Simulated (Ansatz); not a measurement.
Input, command and steps of an Ansatz relaxation.

```yaml
crystal:
  lattice:
    - [0.0, 2.9887688204, 2.9887688204]
    - [2.9887688204, 0.0, 2.9887688204]
    - [2.9887688204, 2.9887688204, 0.0]
  atoms:
    - { symbol: Sn, position: [0.0, 0.0, 0.0] }
    - { symbol: Se, position: [0.5, 0.5, 0.5] }
basis:
  ecutwfc: 420
kpoints:
  mp_grid: { grid: [10, 10, 10] }
hamiltonian:
  xc: pbe
scf:
  occupations: { method: gaussian, width: 0.02 }
output:
  forces: true
  stress: true
  eigenvalues: true
  write_density: true
  write_potential: true
  elf: true
  volumetric_format: npy
relax:
  adjacent_minimum: "off"
  f_tol: 0.005
  max_steps: 50
  cell: { stress_tol: 0.05 }
```

```bash
ansatz run input.yaml --threads 1 --pin off --max-ram 2560MiB --backend cpu --events-out ev --progress --plain --runs-dir out
```

Method: DFT PBE, scalar-relativistic, plane waves, PAW (Ansatz).

Of 5 frames 5 are shown, positions in Å and forces in eV/Å; the SCF threshold varies from step to step. Steps run on the plane waves of an earlier cell, with a Pulay correction in the pressure. The basis is chosen afresh for the last frame, the zero of the energies, and at times for earlier ones too; energy and pressure step there, also at an unchanged geometry.

```xyz
2
Lattice="0.0000 2.9888 2.9888 2.9888 0.0000 2.9888 2.9888 2.9888 0.0000" Properties=species:S:1:pos:R:3:forces:R:3 pbc="T T T" step=1 free_energy_over_end_meV_per_atom=7.55 pressure_GPa=2.21
Sn    0.0000    0.0000    0.0000    0.0000    0.0000    0.0000
Se    2.9888    2.9888    2.9888    0.0000    0.0000    0.0000
2
Lattice="0.0000 3.0497 3.0497 3.0497 0.0000 3.0497 3.0497 3.0497 0.0000" Properties=species:S:1:pos:R:3:forces:R:3 pbc="T T T" step=2 free_energy_over_end_meV_per_atom=1.71 pressure_GPa=-0.88
Sn    0.0000    0.0000    0.0000    0.0000    0.0000    0.0000
Se    3.0497    3.0497    3.0497    0.0000    0.0000    0.0000
2
Lattice="0.0000 3.0318 3.0318 3.0318 0.0000 3.0318 3.0318 3.0318 0.0000" Properties=species:S:1:pos:R:3:forces:R:3 pbc="T T T" step=3 free_energy_over_end_meV_per_atom=0.17 pressure_GPa=-0.06
Sn    0.0000    0.0000    0.0000    0.0000    0.0000    0.0000
Se    3.0318    3.0318    3.0318    0.0000    0.0000    0.0000
2
Lattice="0.0000 3.0305 3.0305 3.0305 0.0000 3.0305 3.0305 3.0305 0.0000" Properties=species:S:1:pos:R:3:forces:R:3 pbc="T T T" step=4 free_energy_over_end_meV_per_atom=0.16 pressure_GPa=0.00
Sn    0.0000    0.0000    0.0000    0.0000    0.0000    0.0000
Se    3.0305    3.0305    3.0305    0.0000    0.0000    0.0000
2
Lattice="0.0000 3.0305 3.0305 3.0305 0.0000 3.0305 3.0305 3.0305 0.0000" Properties=species:S:1:pos:R:3:forces:R:3 pbc="T T T" step=5 free_energy_over_end_meV_per_atom=0.00 pressure_GPa=0.00
Sn    0.0000    0.0000    0.0000    0.0000    0.0000    0.0000
Se    3.0305    3.0305    3.0305    0.0000    0.0000    0.0000
```

The run took 14 s on 1 thread of Arm Neoverse V2, on a shared host, peak memory 0.36 GiB.